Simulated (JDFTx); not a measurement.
The system is MnO.

```
Mn O
1.0
     0.00000    2.22391    2.22391
     2.22391    0.00000    2.22391
     2.22391    2.22391    0.00000
Mn O
1 1
Direct
  0.00000 0.00000 0.00000
  0.50000 0.50000 0.50000
```

The cell is a database's computed one.

Base run:

| Quantity | Value |
| --- | --- |
| Program | JDFTx 1.7.0 (patched build) |
| Functional | PBEsol |
| Potentials or basis | PseudoDojo-SR-PBEsol-0.4.1-standard with smoothed tails |
| Cutoff | 1306 eV |
| Density cutoff | 10449 eV |
| k mesh | 10 × 10 × 10 |
| Occupations | fermi-dirac, width 0.05 eV |
| Spin | collinear spin, ferromagnetic start |
| Starting moments | [4.0, 0.0] μB |

Its results: band gap on the k mesh none (metal or under the smearing width); pressure -6.8 GPa; net moment 4.80 μB per cell; site moments Mn +4.52; O +0.27 μB.

Problem. The run is repeated on the same cell with these changes: functional from PBEsol to LDA; potentials or basis from PseudoDojo-SR-PBEsol-0.4.1-standard with smoothed tails to PseudoDojo-SR-LDA-0.4.1-standard with smoothed tails. What comes out?

Solution. Band gap on the k mesh none (metal or under the smearing width); pressure -16.0 GPa; net moment 4.65 μB per cell; site moments Mn +4.38; O +0.26 μB.

Caveats: a cell with one magnetic atom can't hold antiferromagnetic order, which such compounds often take; semilocal functionals often make such compounds metallic where correlation or magnetic order opens a gap, which also shifts bond lengths; so large a pressure means that the cell lies far from this level's equilibrium, or that cutoff or potentials fall short (some runs).
